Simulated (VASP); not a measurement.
Write the native input for VASP 6.6.1 that does the following.

| Property | Result |
| --- | --- |
| Task | G0W0 quasiparticle levels |
| Functional | PBE |
| Potentials or basis | VASP PAW PBE potentials, release 64 (Mg_GW, O_GW) |
| Cutoff | 520 eV |
| k mesh | 5 × 5 × 5 |
| Occupations | gaussian, width 0.01 eV |
| Spin | no spin polarisation |
| GW scheme | G0W0 |
| GW iterations | 1 |
| Cutoff of the response function | 260 |
| Empty bands | 120 |
| Frequency points | 72 |
| Further INCAR settings | ALGO = EVGW0; EDIFF = 1e-08; NBANDS = 124 |

Crystal: MgO.

```xyz
2
Lattice="2.9380 0.0000 0.0000 -1.4690 2.5444 0.0000 0.0000 0.0000 2.6797" Properties=species:S:1:pos:R:3 pbc="T T T"
Mg    0.0000    0.0000    0.0000
O     0.0000    1.6963    1.3398
```

Measurements of this composition are mostly on another form, of space group No. 225.

The input as run:

POSCAR

```
MgO
1.0
    2.9380209034      0.0000000000      0.0000000000
   -1.4690104517      2.5444007392      0.0000000000
    0.0000000000      0.0000000000      2.6796800000
Mg O
1 1
Direct
    0.0000000000      0.0000000000      0.0000000000
    0.3333333333      0.6666666667      0.5000000000
```

INCAR.step1

```
SYSTEM = MgO
PREC = Accurate
ENCUT = 520
EDIFF = 1E-8
ISMEAR = 0
SIGMA = 0.01
LREAL = .False.
LASPH = .True.
NELM = 60
ALGO = Fast
LWAVE = .True.
LCHARG = .False.
GGA = PE
```

INCAR.step2

```
SYSTEM = MgO
PREC = Accurate
ENCUT = 520
EDIFF = 1E-8
ISMEAR = 0
SIGMA = 0.01
LREAL = .False.
LASPH = .True.
NELM = 1
ALGO = Exact
LWAVE = .True.
LCHARG = .False.
GGA = PE
NBANDS = 124
LOPTICS = .True.
ISTART = 1
```

INCAR.step3

```
SYSTEM = MgO
PREC = Accurate
ENCUT = 520
EDIFF = 1E-8
ISMEAR = 0
SIGMA = 0.01
LREAL = .False.
LASPH = .True.
ALGO = EVGW0
LWAVE = .False.
LCHARG = .False.
GGA = PE
NELMGW = 1
NBANDS = 124
ENCUTGW = 260
NOMEGA = 72
PRECFOCK = Fast
ISTART = 1
NBANDSGW = 12
```

KPOINTS

```
regular mesh
0
Gamma
  5 5 5
  0 0 0
```

Potentials or basis: VASP PAW PBE potentials, release 64 (Mg_GW, O_GW).

Run with:

```console
$ cat potpaw_PBE.64/Mg_GW/POTCAR potpaw_PBE.64/O_GW/POTCAR > POTCAR
$ cp INCAR.step1 INCAR
$ mpirun -np 1 vasp_std > vasp.out
$ cp INCAR.step2 INCAR
$ mpirun -np 1 vasp_std > vasp.out
$ cp INCAR.step3 INCAR
$ mpirun -np 1 vasp_std > vasp.out
```

Results of the run:

The band gap on the k mesh, mean-field level is 3.01 eV, indirect (least direct gap 3.40 eV). The quasiparticle gap is 5.18 eV. The least direct quasiparticle gap is 5.62 eV.

Caveat: the k mesh is coarse (spacing up to 0.49 Å⁻¹), so the values aren't converged; bands, screening cutoff and mesh are small and nothing is extrapolated, so the quasiparticle values aren't converged; an odd mesh through Γ misses points on the zone boundary, where band edges often lie.

It took 120 s on 1 thread of Intel(R) Xeon(R) 6975P-C (Granite Rapids), on a shared host, peak memory 0.4 GiB.
